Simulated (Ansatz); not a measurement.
# A series in volume scale on SnSe

Results calculated with Ansatz 0.2.0, not measured. Free energy against uniform scaling of the volume at fixed shape and fractions; periodic cell, basis, potentials, k mesh and filling as listed.

The cell before it is scaled or strained (space group Fm-3m, No. 225):
```
CELL_PARAMETERS angstrom
0.00000 3.01000 3.01000
3.01000 0.00000 3.01000
3.01000 3.01000 0.00000
ATOMIC_POSITIONS crystal
Sn 0.00000 0.00000 0.00000
Se 0.50000 0.50000 0.50000
```

Settings of every row: functional PBEsol; dispersion none; potentials PAW; wave cutoff 500 eV; density cutoff 2000 eV; k mesh 6x6x6; k shift 0x0x0; occupations methfessel paxton; smearing width 0.1 eV; spin none; SCF threshold exponent -10.

```csv
row,volume scale,V (Å³/atom),pressure (GPa),energy above lowest point (meV/atom)
1,0.88,23.998,5.76,34.9
2,0.92,25.089,2.45,7.4
3,0.96,26.18,-0.17,0
4,1,27.271,-2.27,8.6
5,1.04,28.362,?,?
6,1.08,29.453,-5.28,61.5
7,1.12,30.543,-6.35,101.2
```

Question: what pressure and energy above lowest point should row 5 give?

Worked fit of pressure. Take u = (V_r/V)^(2/3) − 1 with V_r = 26.726 Å³ an atom, which is twice the finite (Eulerian) strain; such expansions in the strain, on which the Birch-Murnaghan equation of state is built, carry the rest volume and the bulk modulus. The shown rows have u = 0.07442, 0.04304, 0.01386, -0.01337, -0.06272, -0.08515. Least squares give pressure = −1.281 + 76.77 × u + 222.3 × u² + 233 × u³ GPa; a parabola predicts inner rows, each left out in turn, worse (root mean square 0.035 against 0.0054 GPa). All shown rows lie on it to the printed digit. The pressure vanishes at u = 0.0159, or V = 26.1 Å³ an atom, and there the bulk modulus at fixed shape and fractions is B = −V dP/dV = (2/3)(1 + u) dP/du = 56.9 GPa. The withheld row has u = -0.03883, so the fit gives −1.281 + 76.77 × (-0.03883) + 222.3 × (-0.03883)² + 233 × (-0.03883)³ = -3.94 GPa.

The calculation gave -3.94 GPa. The fit meets it to the printed digit.

Worked fit of energy above lowest point. Take u = (V_r/V)^(2/3) − 1 with V_r = 26.726 Å³ an atom, which is twice the finite (Eulerian) strain; such expansions in the strain, on which the Birch-Murnaghan equation of state is built, carry the rest volume and the bulk modulus. The shown rows have u = 0.07442, 0.04304, 0.01386, -0.01337, -0.06272, -0.08515. Least squares give energy above lowest point = 2.51 − 320.6 × u + 10010 × u² + 1939 × u³ meV/atom; a parabola predicts inner rows, each left out in turn, worse (root mean square 0.3 against 0.033 meV/atom). All shown rows lie on it to the printed digit. Its lowest point lies at u = 0.0159, or V = 26.1 Å³ an atom, and the curvature there gives the bulk modulus at fixed shape and fractions, B = (4/9)(1 + u)² E″(u)/V = 56.9 GPa. The withheld row has u = -0.03883, so the fit gives 2.51 − 320.6 × (-0.03883) + 10010 × (-0.03883)² + 1939 × (-0.03883)³ = 29.9 meV/atom.

The calculation gave 29.9 meV/atom. The fit meets it to the printed digit.
